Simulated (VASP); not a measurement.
Here is a VASP 6.6.1 calculation.

INCAR

```
SYSTEM = CaS
  PREC = Accurate
  ENCUT = 520
  EDIFF = 1E-6
  ISMEAR = 0
  SIGMA = 0.02
  LREAL = .False.
  LASPH = .True.
  NELM = 80
  ALGO = Normal
  ISIF = 2
  LWAVE = .False.
  LCHARG = .False.
  GGA = PE
  NBANDS = 15
  KPAR = 4
```

Contents of KPOINTS:

```
regular mesh
0
Gamma
  8 8 8
  0 0 0
```

Contents of POSCAR:

```
CaS                                     
1.0
    0.0000000000      2.8313259857      2.8313259857
    2.8313259857      0.0000000000      2.8313259857
    2.8313259857      2.8313259857      0.0000000000
  Ca              S             
     1     1
Direct
     0.0000000000000000    0.0000000000000000    0.0000000000000000
     0.5000000000000000    0.5000000000000000    0.5000000000000000
```

File KPOINTS_OPT:

```
path GXWKGLUWLK,UX
10
line-mode
reciprocal
 0.0000000000  0.0000000000  0.0000000000  G
 0.5000000000  0.0000000000  0.5000000000  X

 0.5000000000  0.0000000000  0.5000000000  X
 0.5000000000  0.2500000000  0.7500000000  W

 0.5000000000  0.2500000000  0.7500000000  W
 0.3750000000  0.3750000000  0.7500000000  K

 0.3750000000  0.3750000000  0.7500000000  K
 0.0000000000  0.0000000000  0.0000000000  G

 0.0000000000  0.0000000000  0.0000000000  G
 0.5000000000  0.5000000000  0.5000000000  L

 0.5000000000  0.5000000000  0.5000000000  L
 0.6250000000  0.2500000000  0.6250000000  U

 0.6250000000  0.2500000000  0.6250000000  U
 0.5000000000  0.2500000000  0.7500000000  W

 0.5000000000  0.2500000000  0.7500000000  W
 0.5000000000  0.5000000000  0.5000000000  L

 0.5000000000  0.5000000000  0.5000000000  L
 0.3750000000  0.3750000000  0.7500000000  K

 0.6250000000  0.2500000000  0.6250000000  U
 0.5000000000  0.0000000000  0.5000000000  X
```

Potentials or basis: VASP PAW PBE potentials, release 64 (Ca_sv, S).

Command:

```sh
$ cat potpaw_PBE.64/Ca_sv/POTCAR potpaw_PBE.64/S/POTCAR > POTCAR
$ mpirun -np 4 vasp_std > vasp.out
```

(1) What does it give for the band gap on the k mesh?

(2) What does it give for the pressure?

(3) What does it give for the band gap along the path?

## Answers

(1) 2.32 eV, indirect (least direct gap 3.14 eV).

(2) 1.7 GPa.

(3) 2.32 eV, indirect (least direct gap 3.14 eV).
